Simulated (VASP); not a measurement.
The system is Pb.

```
CELL_PARAMETERS angstrom
3.49993 0.00000 0.00000
-1.74997 3.03103 0.00000
0.00000 0.00000 5.71656
ATOMIC_POSITIONS crystal
Pb 0.33333 0.66667 0.75000
Pb 0.66667 0.33333 0.25000
```

The cell was built by a generator and needn't be a form met in nature.

| Quantity | Value |
| --- | --- |
| Program | VASP 6.6.1 |
| Task | relaxation of cell and atoms |
| Functional | PBE |
| Potentials or basis | VASP PAW PBE potentials, release 64 (Pb_d) |
| Cutoff | 600 eV |
| k mesh | 6 × 6 × 4 |
| Occupations | gaussian, width 0.05 eV |
| Spin | no spin polarisation |

At the start: pressure 2.7 GPa; volume 30.32 Å³/atom.

Problem. Where does the relaxation end?

Solution. Over 3 steps the energy falls by 14.1 meV/atom and the volume is 32.09 Å³/atom (+5.8 %); space group P6_3/mmc (No. 194, to 0.05 Å).

The path:
| step | energy change (eV) | largest force (eV/Å) | pressure (GPa) | volume (Å³) |
| --- | --- | --- | --- | --- |
| 1 | 0.0000 | 0.0000 | 2.68 | 60.64 |
| 2 | -0.0260 | 0.0000 | -0.63 | 65.21 |
| 3 | -0.0281 | 0.0000 | 0.01 | 64.18 |

Final structure:
```yaml
crystal:
  lattice:
    - [3.56613, 0.00000, 0.00000]
    - [-1.78306, 3.08836, 0.00000]
    - [0.00000, 0.00000, 5.82707]
  atoms:
    - { symbol: Pb, position: [0.33333, 0.66667, 0.75000] }
    - { symbol: Pb, position: [0.66667, 0.33333, 0.25000] }
```
